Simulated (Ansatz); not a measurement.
# Se: the cost of one run

Method: DFT PBE, scalar-relativistic, plane waves, PAW, in Ansatz 0.2.0.

**1. Starting point**

It takes space group Fd-3m (No. 227, cubic). The conventional cell has a = 6.251 Å, b = 6.251 Å, c = 6.251 Å, α = 90.00°, β = 90.00°, γ = 90.00°. Se (site symmetry -43m) has 4 Se at 2.71 Å as nearest neighbours.

Coordinates:

```
Se
1.0
     0.00000    3.12557    3.12557
     3.12557    0.00000    3.12557
     3.12557    3.12557    0.00000
Se
2
Cartesian
  3.1256 3.1256 3.1256
  4.6883 4.6883 4.6883
```

The structure comes from the Materials Project (structure only).

**2. A random distortion, cell strained**

The change: strain xx, yy, zz, yz, xz, xy = +0.6, +1.0, -0.7, +0.7, +0.5, +0.4 %; atoms moved by 0.25 Å root mean square, at most 0.25 Å.

Contents of input.yaml:

```yaml
crystal:
  lattice:
    - [0.0272861962, 3.1805765416, 3.1267542853]
    - [3.15866632, 0.0353189022, 3.1187215792]
    - [3.1571347924, 3.1710123079, 0.0368504299]
  atoms:
    - { symbol: Se, position: [0.534185802, 0.5069107471, 0.5260176829] }
    - { symbol: Se, position: [0.715814198, 0.7430892529, 0.7239823171] }
basis:
  ecutwfc: 420
kpoints:
  mp_grid: { grid: [10, 10, 10] }
hamiltonian:
  xc: pbe
scf:
  occupations: { method: gaussian, width: 0.1 }
output:
  forces: true
  stress: true
  eigenvalues: true
  populations: true
```

Started as:

```bash
> ansatz run input.yaml --threads 1 --pin off --max-ram 1331MiB --backend cpu --events-out ev --progress --plain --runs-dir out
```

What time and memory should one allow on 1 thread of an x86-64 CPU, shared host?

About 89 s, with a peak of 0.69 GiB.
